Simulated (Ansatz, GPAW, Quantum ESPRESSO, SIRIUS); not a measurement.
**Fitting the PBEsol energy curve of Ta**

Symmetry: Fm-3m, No. 225, cubic system. The conventional cell has a = 4.220 Å, b = 4.220 Å, c = 4.220 Å, α = 90.00°, β = 90.00°, γ = 90.00°. Around Ta (site symmetry m-3m) lie 12 Ta at 2.98 Å.

This isn't the form of Ta at room conditions, which is bcc.

The cell was scaled at fixed shape and fractions and run with GPAW, PAW data sets generated for this functional, cutoff 600 eV; PBEsol, k mesh 11 × 11 × 11 on the cell of 1 atom, fermi-dirac occupations of 0.05 eV, no spin polarisation, no spin-orbit coupling. Energies are those that the program minimises, any entropy of the smearing included. For a metal such a mesh isn't converged to the digits shown.

| V (Å³/atom) | energy over the lowest row (meV/atom) |
| --- | --- |
| 17.6606 | 11.98 |
| 18.0363 | 0.94 |
| 18.4121 | 0.00 |
| 18.7879 | 8.31 |
| 19.1636 | 25.06 |
| 19.5394 | ? |
| 19.9151 | 81.00 |

Q: Fit the third-order Birch-Murnaghan form, give V0, B0 and B′, and predict the energy left open.

A: With y = (V0/V)^(2/3), E = E0 + (9 V0 B0/16) [(y - 1)³ B′ + (y - 1)² (6 - 4y)]. Least squares through the rows shown give V0 = 18.2591 Å³/atom, E0 = -0.78 meV, B0 = 198.5 GPa (1 eV/Å³ = 160.218 GPa) and B′ = 3.42, with a largest miss of 0.01 meV. At V = 19.5394 the form with these constants gives 49.52 meV; the run gave 49.52 meV an atom. Other set-ups at this level, from all their volumes (Å³/atom, GPa): Ansatz, all-electron LAPW, scalar-relativistic: V0 18.236, B0 197.3; Quantum ESPRESSO, GBRV 1.5 PBEsol: V0 18.227, B0 199.6; SIRIUS, PseudoDojo 0.4.1 PBEsol standard (scalar relativistic): V0 18.252, B0 198.2.
